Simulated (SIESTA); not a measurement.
Runs of SIESTA 5.4.2 on CsPbCl3. It takes space group Pm-3m (No. 221, cubic). Conventional cell: a = 5.605 Å, b = 5.605 Å, c = 5.605 Å, α = 90.00°, β = 90.00°, γ = 90.00°. Around Pb (site symmetry m-3m) lie 6 Cl at 2.80 Å. Cs (site symmetry m-3m) has 12 Cl at 3.96 Å as nearest neighbours. Around Cl (site symmetry 4/mmm) lie 2 Pb at 2.80 Å. 

```tsv
task	level	potentials or basis	cell	optimiser	force tolerance	energy shift	gap on the mesh (eV)	pressure (GPa)	relaxed volume (Å³/atom)
single point	PBE	PseudoDojo 0.4 standard (PBE files), DZP (energy shift 0.003 Ry; two zetas on semicore shells; d shell added on Cs)	as given	-	-	0.003 Ry	2.96	2.1	-
band structure	AM05	PseudoDojo 0.4 standard (PBEsol files), DZP (energy shift 0.003 Ry; two zetas on semicore shells; d shell added on Cs)	as given	-	-	0.003 Ry	-	(b)	-
relaxation of cell and atoms	PBE	PseudoDojo 0.4 standard (PBE files), TZP (energy shift 0.002 Ry; d shell added on Cs)	relaxed	Broyden	0.02 eV/Å	0.002 Ry	3.10	0.0	37.97
band structure	LDA	PseudoDojo 0.4 standard (LDA files), DZP (energy shift 0.003 Ry; two zetas on semicore shells; d shell added on Cs)	as given	-	-	0.003 Ry	-	-0.9	-
band structure	PBE	PseudoDojo 0.4 standard (PBE files), TZDP (energy shift 0.002 Ry; d shell added on Cs)	as given	-	-	0.002 Ry	-	2.1	-
band structure	PBE	PseudoDojo 0.4 standard (PBE files), TZDP (energy shift 0.01 Ry; d shell added on Cs)	as given	-	-	0.01 Ry	-	0.6	-
band structure	vdW-DF-cx	PseudoDojo 0.4 standard (PBE files), DZP (energy shift 0.003 Ry; two zetas on semicore shells; d shell added on Cs)	as given	-	-	0.003 Ry	-	0.9	-
relaxation of cell and atoms	LDA	PseudoDojo 0.4 standard (LDA files), DZP (energy shift 0.002 Ry; d shell added on Cs)	relaxed	Broyden	0.02 eV/Å	0.002 Ry	(c)	0.0	34.24
single point	PBEsol	PseudoDojo 0.4 standard (PBEsol files), DZP (energy shift 0.003 Ry; two zetas on semicore shells; d shell added on Cs)	as given	-	-	0.003 Ry	2.87	0.5	-
band structure	BLYP	PseudoDojo 0.4 standard (PBE files), DZP (energy shift 0.003 Ry; two zetas on semicore shells; d shell added on Cs)	as given	-	-	0.003 Ry	-	(a)	-
```

Alike in all rows: no spin polarisation; k mesh 5 × 5 × 5; smearing fermi-dirac 0.05 eV; grid cutoff 800 Ry.

Q: Fill in the values left out.

A: (a) 3.7; (b) 1.3; (c) 2.78.

Caveats: the basis of atomic orbitals isn't converged, which shifts pressures, moduli and gaps; spin-orbit coupling is left out, which as a rule narrows the gap of such compounds by several tenths of an eV (some runs); an odd mesh through Γ misses points on the zone boundary, where band edges often lie (some runs); semicore shells carry a single zeta, which can move pressures by several GPa and volumes by a few percent (some runs); the potentials were made for another functional, which shifts forces and pressure (some runs).

A k mesh can miss the band edges, and the runs leave out spin-orbit coupling on Cs, Pb.

Not every run made on this cell is shown here.
